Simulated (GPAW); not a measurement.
## Ru: band structure with MS2

Crystal: Ru.

```
CELL_PARAMETERS angstrom
2.70580 0.00000 0.00000
-1.35290 2.34329 0.00000
0.00000 0.00000 4.28190
ATOMIC_POSITIONS crystal
Ru 0.66667 0.33333 0.75000
Ru 0.33333 0.66667 0.25000
```

```
Program                   : GPAW 26.7.0
Task                      : band structure
Functional                : MS2
Potentials or basis       : GPAW PAW data sets (gpaw-data 1.2.1)
Cutoff                    : 600 eV
Basis                     : pw
k mesh                    : 8 × 8 × 5
Occupations               : fermi-dirac, width 0.05 eV
Spin                      : spin-orbit coupling, no magnetisation
Maxiter                   : 150
Band path                 : GMKGALHA,LM,KH
Band points               : 60
spin axis theta (degrees) : 54.7
spin axis phi (degrees)   : 45
Soc after scf             : second variation without the xc potential
```

```yaml
Pressure: -5.9 GPa
Band_gap_along_the_path: none (metal or under the smearing width)
```

Stress tensor (GPa, compression positive):
```
-5.60  0.00  0.00
 0.00 -5.60  0.00
 0.00  0.00 -6.49
```

Levels at the corners of the path, in eV from the Fermi level:
| point | band 28 | band 29 | band 30 | band 31 | band 32 | band 33 | band 34 | band 35 | band 36 | band 37 |
| --- | --- | --- | --- | --- | --- | --- | --- | --- | --- | --- |
| Γ | -2.05 | -1.76 | -1.76 | -1.42 | -1.42 | -1.27 | -1.27 | 1.13 | 1.13 | 1.20 |
| M | -1.84 | -1.49 | -1.49 | 1.49 | 1.49 | 1.84 | 1.84 | 2.03 | 2.03 | 4.12 |
| K | -2.81 | -1.04 | -1.04 | 1.00 | 1.00 | 1.14 | 1.14 | 1.48 | 1.48 | 7.06 |
| Γ | -2.05 | -1.76 | -1.76 | -1.42 | -1.42 | -1.27 | -1.27 | 1.13 | 1.13 | 1.20 |
| A | -2.77 | -2.62 | -2.62 | -2.62 | -2.62 | 0.55 | 0.55 | 0.55 | 0.55 | 0.63 |
| L | -1.05 | 0.44 | 0.44 | 0.44 | 0.44 | 1.75 | 1.75 | 1.75 | 1.75 | 3.40 |
| H | -2.71 | -1.27 | -1.27 | -1.05 | -1.05 | 1.27 | 1.27 | 1.32 | 1.32 | 8.45 |
| A | -2.77 | -2.62 | -2.62 | -2.62 | -2.62 | 0.55 | 0.55 | 0.55 | 0.55 | 0.63 |
| L | -1.05 | 0.44 | 0.44 | 0.44 | 0.44 | 1.75 | 1.75 | 1.75 | 1.75 | 3.40 |
| M | -1.84 | -1.49 | -1.49 | 1.49 | 1.49 | 1.84 | 1.84 | 2.03 | 2.03 | 4.12 |
| K | -2.81 | -1.04 | -1.04 | 1.00 | 1.00 | 1.14 | 1.14 | 1.48 | 1.48 | 7.06 |
| H | -2.71 | -1.27 | -1.27 | -1.05 | -1.05 | 1.27 | 1.27 | 1.32 | 1.32 | 8.45 |

Wall time 53 s on 1 thread of AMD EPYC 7R13 Processor (Zen 3) (shared host), peak memory 0.35 GiB.

Caveat: spin-orbit coupling was added after a scalar SCF, so levels and gaps hold it while energy, forces, pressure and moments don't; this program's spin-orbit splittings come out too wide for heavy elements; the PAW data sets were made with another functional, which shifts forces and pressure a little.
